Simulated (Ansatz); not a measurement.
Predict the output of the script below (Ansatz 0.2.0 through its Python package).

Contents of `znse.xyz`:
```text
4
Lattice="4.107702 0.0 0.0 0.0 4.107702 0.0 0.0 0.0 6.07035" Properties=species:S:1:pos:R:3 pbc="T T T"
Zn    0.00000000    0.00000000    0.00000000
Zn    2.05385100    2.05385100    0.00000000
Se    0.00000000    2.05385100    1.49500580
Se    2.05385100    0.00000000    4.57534420
```

`run_optics.py`
```python
# -*- coding: utf-8 -*-
"""Independent-particle optical spectrum of ZnSe."""

import ansatz
import matplotlib.pyplot as plt
import numpy as np

system = ansatz.Crystal.from_extxyz("znse.xyz")

setup = (
    system.calculation()
    .functional("r2SCAN")
    .pseudopotentials("paw")
    .basis(550)
    .kpoints(4, 4, 4)
    .occupations("fixed")
    .optics(energy_step=0.05, nscf_kmesh=(6, 6, 4), broadening_width=0.2)
)
result = setup.run(threads=1)
spectra = result.optics()
energy, filling = np.asarray(spectra.photon_energy_ev), spectra.band_filling
gapped = filling.kind == "insulating"
eps1 = np.asarray(filling.eps1 if gapped else filling.eps1_interband)[:3].mean(axis=0)
eps2 = np.asarray(filling.eps2 if gapped else filling.eps2_interband)[:3].mean(axis=0)
print("filling:", filling.kind, "- valid up to", round(spectra.valid_up_to_ev, 2), "eV,", spectra.n_bands, "bands")
top = min(10, spectra.valid_up_to_ev)
# mean of xx, yy and zz; between bands only where the bands are partly filled
shown = energy <= top
plt.figure(figsize=(4.8, 3.2))
plt.plot(energy[shown], eps1[shown], label="eps1")
plt.plot(energy[shown], eps2[shown], label="eps2")
plt.xlabel("photon energy (eV)")
plt.legend()
plt.tight_layout()
plt.savefig("optics.png", dpi=100)
peak = int(np.argmax(np.where(shown & (energy > 0.3), eps2, 0)))
print(f"strongest absorption at {energy[peak]:.2f} eV, eps2 = {eps2[peak]:.2f}")
if gapped:
    print("eps_inf, bands beyond those summed included:", np.round(filling.eps_inf[:3], 3))
print("f-sum electrons:", np.round(filling.get("f_sum_n_eff"), 3))
```

Output of `python run_optics.py`:
```text
filling: insulating - valid up to 5.77 eV, 34 bands
strongest absorption at 4.80 eV, eps2 = 10.25
eps_inf, bands beyond those summed included: [6.265 6.265 5.707]
f-sum electrons: [13.13  13.13  12.439]
```

Averages over directions belong to no single polarisation, least of all in layered crystals. The structure comes from a database of computed cells and needn't be a stable or known phase. Independent-particle spectra on Kohn-Sham bands hold no excitons, and semilocal gaps are too small. Run time: 2.4 min on 1 thread of Intel(R) Xeon(R) Processor @ 2.30GHz (shared host), peak memory 1.2 GiB.
